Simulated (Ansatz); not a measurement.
## Se on an In site in InSe

These are results of Ansatz, DFT PBE+D3(BJ), scalar-relativistic, plane waves, PAW, not measurements. Run with 420 eV cutoff, 2×2×2 k-mesh, shifted by half a step, Gaussian smearing of 0.01 eV, collinear spin in charge 0, +2 alone.

Host crystal, relaxed:

```yaml
crystal:
  lattice:
    - [5.94661, -2.06926, 0.01756]
    - [5.94661, 2.06926, 0.01756]
    - [-1.60811, 0.00000, 4.19917]
  atoms:
    - { symbol: In, position: [0.88486, 0.88486, 0.01934] }
    - { symbol: In, position: [0.11514, 0.11514, 0.98066] }
    - { symbol: Se, position: [0.65294, 0.65294, 0.63354] }
    - { symbol: Se, position: [0.34706, 0.34706, 0.36646] }
```

Supercell of 36 atoms, rows in host cell vectors: -2 1 1; -1 2 -1; 1 -2 -2. Atoms relax at the host's cell, keeping the symmetry that the supercell leaves at the site. The cell is small, so energies carry finite-size errors of tenths of an eV. The host's Kohn–Sham gap is 0.52 eV.

Starting moments were lost in some runs.

Defect: Se on an In site, charge 0.

Command:

```bash
ansatz run input.yaml --threads 4 --pin off --max-ram 10240MiB --backend cpu --events-out ev --progress --plain --runs-dir out
```

The input:

```yaml
crystal:
  lattice:
    - [-7.5547291031, 6.2077916238, 4.181604138]
    - [7.5547291031, 6.2077916238, -4.181604138]
    - [-2.7303854996, -6.2077916238, -8.4158940354]
  atoms:
    - { symbol: Se, position: [0.7818113653, 0.9551720131, 0.4036500451], spin: 0.2 }
    - { symbol: In, position: [0.7818113653, 0.6218386798, 0.0703167117] }
    - { symbol: In, position: [0.7818113653, 0.2885053465, 0.7369833784] }
    - { symbol: In, position: [0.4484780319, 0.9551720131, 0.7369833784] }
    - { symbol: In, position: [0.4484780319, 0.6218386798, 0.4036500451] }
    - { symbol: In, position: [0.4484780319, 0.2885053465, 0.0703167117] }
    - { symbol: In, position: [0.1151446986, 0.9551720131, 0.0703167117] }
    - { symbol: In, position: [0.1151446986, 0.6218386798, 0.7369833784] }
    - { symbol: In, position: [0.1151446986, 0.2885053465, 0.4036500451] }
    - { symbol: In, position: [0.5515219681, 0.3781613202, 0.5963499549] }
    - { symbol: In, position: [0.5515219681, 0.0448279869, 0.2630166216], spin: 0.2 }
    - { symbol: In, position: [0.5515219681, 0.7114946535, 0.9296832883] }
    - { symbol: In, position: [0.2181886347, 0.3781613202, 0.9296832883] }
    - { symbol: In, position: [0.2181886347, 0.0448279869, 0.5963499549] }
    - { symbol: In, position: [0.2181886347, 0.7114946535, 0.2630166216] }
    - { symbol: In, position: [0.8848553014, 0.3781613202, 0.2630166216] }
    - { symbol: In, position: [0.8848553014, 0.0448279869, 0.9296832883] }
    - { symbol: In, position: [0.8848553014, 0.7114946535, 0.5963499549] }
    - { symbol: Se, position: [0.0137260601, 0.6731323367, 0.3535250634] }
    - { symbol: Se, position: [0.0137260601, 0.3397990034, 0.0201917301] }
    - { symbol: Se, position: [0.0137260601, 0.00646567, 0.6868583968], spin: 0.2 }
    - { symbol: Se, position: [0.6803927267, 0.6731323367, 0.6868583968] }
    - { symbol: Se, position: [0.6803927267, 0.3397990034, 0.3535250634] }
    - { symbol: Se, position: [0.6803927267, 0.00646567, 0.0201917301] }
    - { symbol: Se, position: [0.3470593934, 0.6731323367, 0.0201917301] }
    - { symbol: Se, position: [0.3470593934, 0.3397990034, 0.6868583968] }
    - { symbol: Se, position: [0.3470593934, 0.00646567, 0.3535250634] }
    - { symbol: Se, position: [0.3196072733, 0.6602009966, 0.6464749366] }
    - { symbol: Se, position: [0.3196072733, 0.3268676633, 0.3131416032] }
    - { symbol: Se, position: [0.3196072733, 0.99353433, 0.9798082699] }
    - { symbol: Se, position: [0.9862739399, 0.6602009966, 0.9798082699] }
    - { symbol: Se, position: [0.9862739399, 0.3268676633, 0.6464749366] }
    - { symbol: Se, position: [0.9862739399, 0.99353433, 0.3131416032], spin: 0.2 }
    - { symbol: Se, position: [0.6529406066, 0.6602009966, 0.3131416032], spin: 0.2 }
    - { symbol: Se, position: [0.6529406066, 0.3268676633, 0.9798082699] }
    - { symbol: Se, position: [0.6529406066, 0.99353433, 0.6464749366] }
  host:
    lattice:
      - [5.9466145686, -2.0692638746, 0.0175619198]
      - [5.9466145686, 2.0692638746, 0.0175619198]
      - [-1.6081145345, 0.0, 4.1991660578]
    atoms:
      - { symbol: In, position: [0.8848553014, 0.8848553014, 0.019339262] }
      - { symbol: In, position: [0.1151446986, 0.1151446986, 0.980660738] }
      - { symbol: Se, position: [0.6529406066, 0.6529406066, 0.6335435965] }
      - { symbol: Se, position: [0.3470593934, 0.3470593934, 0.3664564035] }
basis:
  ecutwfc: 420
  xc_grid: 2
kpoints:
  mp_grid: { grid: [2, 2, 2], shift: [0.5, 0.5, 0.5] }
hamiltonian:
  xc: pbe
  dispersion: d3bj
scf:
  occupations: { method: gaussian, width: 0.01 }
output:
  forces: true
  stress: false
  eigenvalues: true
  populations: true
  charged_corrections:
    defect_position: [0.78181137, 0.95517201, 0.40365005]
    epsilon:
      - [28.4656, 0.0, -1.7933]
      - [0.0, 23.955, 0.0]
      - [-1.7933, 0.0, 16.1641]
magnetization:
  spin_polarized: true
relax:
  adjacent_minimum: "off"
  f_tol: 0.025
  max_steps: 45
```

From the output:

```
Warning: RAYON_NUM_THREADS=4 ignored (pool sized by the plan → 4); use --threads N
Crystal: 36 atoms, lattice volume = 931.134 Å³
Basis set: ecut = 420 eV, 18203 PW (Γ), exchange–correlation on 144×144×150 points (8 copies of the dense FFT grid, shifted against one another)
Bands: 316, of which v1, the nominal top of the filled ones, is band 263 counted from 1 (262 counted from 0)
Symmetry: 2 space group operations
Space group: Cm (ITA 8), of the structure as read, at distance tolerance 9.8e-5 Å
k-points: 4 of 8 (time reversal used)
relax step   1: F+E_penalty+E_count = -199102.52977107 eV  Δ(F+E_penalty+E_count) = +0.000e0 eV  max|allowed force component| = 4.962e-1 eV/Å  Δτ_max = 0.0000 Å
relax step   2: F+E_penalty+E_count = -199102.64185295 eV  Δ(F+E_penalty+E_count) = -1.121e-1 eV  max|allowed force component| = 3.362e-1 eV/Å  Δτ_max = 0.1928 Å
relax step   3: F+E_penalty+E_count = -199102.71841501 eV  Δ(F+E_penalty+E_count) = -7.656e-2 eV  max|allowed force component| = 2.270e-1 eV/Å  Δτ_max = 0.1149 Å
relax step   4: F+E_penalty+E_count = -199102.77657987 eV  Δ(F+E_penalty+E_count) = -5.816e-2 eV  max|allowed force component| = 1.800e-1 eV/Å  Δτ_max = 0.2000 Å
relax step   5: F+E_penalty+E_count = -199102.81207158 eV  Δ(F+E_penalty+E_count) = -3.549e-2 eV  max|allowed force component| = 7.034e-2 eV/Å  Δτ_max = 0.1950 Å
relax step   6: F+E_penalty+E_count = -199102.83039930 eV  Δ(F+E_penalty+E_count) = -1.833e-2 eV  max|allowed force component| = 6.742e-2 eV/Å  Δτ_max = 0.1524 Å
relax step   7: F+E_penalty+E_count = -199102.83138208 eV  Δ(F+E_penalty+E_count) = -9.828e-4 eV  max|allowed force component| = 1.330e-1 eV/Å  Δτ_max = 0.0862 Å
relax step   8: F+E_penalty+E_count = -199102.83929665 eV  Δ(F+E_penalty+E_count) = -7.915e-3 eV  max|allowed force component| = 1.124e-1 eV/Å  Δτ_max = 0.0843 Å
relax step   9: F+E_penalty+E_count = -199102.84360023 eV  Δ(F+E_penalty+E_count) = -4.304e-3 eV  max|allowed force component| = 4.325e-2 eV/Å  Δτ_max = 0.0641 Å
relax step  10: F+E_penalty+E_count = -199102.84573817 eV  Δ(F+E_penalty+E_count) = -2.138e-3 eV  max|allowed force component| = 4.384e-2 eV/Å  Δτ_max = 0.0465 Å
relax step  11: F+E_penalty+E_count = -199102.84714850 eV  Δ(F+E_penalty+E_count) = -1.410e-3 eV  max|allowed force component| = 1.140e-2 eV/Å  Δτ_max = 0.0221 Å
SCF converged after 10 iterations
Free energy (F): -199102.847148 eV
E sigma→0 (E₀):  -199102.847138 eV
Fermi energy:    8.513638 eV
```

The relaxation gained 0.32 eV in 11 steps. The run took 9.2 min on 4 threads of AMD EPYC 9R45 96-Core Processor (Zen 5), with other jobs on the host, peak memory 5.8 GiB.